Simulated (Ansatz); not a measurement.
Input, command and steps of an Ansatz relaxation.

```yaml
crystal:
  lattice:
    - [2.7405637811, 0.0, 0.0]
    - [0.0, 2.7405637811, 0.0]
    - [0.0, 0.0, 5.1829010253]
  atoms:
    - { symbol: Fe, position: [0.0, 0.0, 0.0], spin: 0.18 }
    - { symbol: Si, position: [0.5, 0.5, 0.2698133573] }
    - { symbol: Si, position: [0.5, 0.5, 0.7301866427] }
basis:
  ecutwfc: 500
kpoints:
  mp_grid: { grid: [16, 16, 8] }
hamiltonian:
  xc: r2scan
scf:
  occupations: { method: gaussian, width: 0.1 }
output:
  forces: true
  stress: true
  eigenvalues: true
  populations: true
magnetization:
  spin_polarized: true
relax:
  adjacent_minimum: "off"
  f_tol: 0.01
  max_steps: 30
  cell: { stress_tol: 0.1, fix: [volume] }
```

```bash
ansatz run input.yaml --threads 1 --pin off --max-ram 2560MiB --backend cpu --events-out ev --progress --plain --runs-dir out
```

Method: DFT r2SCAN, scalar-relativistic, plane waves, PAW (Ansatz).

The volume is held at 1.06 times that of the relaxed cell.

Of 4 frames 3 are shown, positions in Å and forces in eV/Å; the SCF threshold varies from step to step. Steps run on the plane waves of an earlier cell, with a Pulay correction in the pressure. The basis is chosen afresh for the last frame, the zero of the energies, and at times for earlier ones too; energy and pressure can step there, also at an unchanged geometry. Where two frames share a geometry here, they differ by under 2 meV/atom and 0.3 GPa.

```xyz
3
Lattice="2.7406 0.0000 0.0000 0.0000 2.7406 0.0000 0.0000 0.0000 5.1829" Properties=species:S:1:pos:R:3:forces:R:3 pbc="T T T" step=1 free_energy_over_end_meV_per_atom=0.48 pressure_GPa=-10.09
Fe    0.0000    0.0000    0.0000    0.0000    0.0000    0.0000
Si    1.3703    1.3703    1.3984    0.0000    0.0000   -0.1390
Si    1.3703    1.3703    3.7845    0.0000    0.0000    0.1390
3
Lattice="2.7455 0.0000 0.0000 0.0000 2.7455 0.0000 0.0000 0.0000 5.1644" Properties=species:S:1:pos:R:3:forces:R:3 pbc="T T T" step=2 free_energy_over_end_meV_per_atom=0.01 pressure_GPa=-9.75
Fe    0.0000    0.0000    0.0000    0.0000    0.0000    0.0000
Si    1.3727    1.3727    1.3884    0.0000    0.0000   -0.0315
Si    1.3727    1.3727    3.7760    0.0000    0.0000    0.0315
3
Lattice="2.7458 0.0000 0.0000 0.0000 2.7458 0.0000 0.0000 0.0000 5.1631" Properties=species:S:1:pos:R:3:forces:R:3 pbc="T T T" step=4 free_energy_over_end_meV_per_atom=0.00 pressure_GPa=-9.69
Fe    0.0000    0.0000    0.0000    0.0000    0.0000    0.0000
Si    1.3729    1.3729    1.3869    0.0000    0.0000   -0.0020
Si    1.3729    1.3729    3.7762    0.0000    0.0000    0.0020
```

It took 3.5 min on 1 thread of Arm Neoverse V1, on a shared host, peak memory 0.69 GiB.

The state reached may not be the lowest one.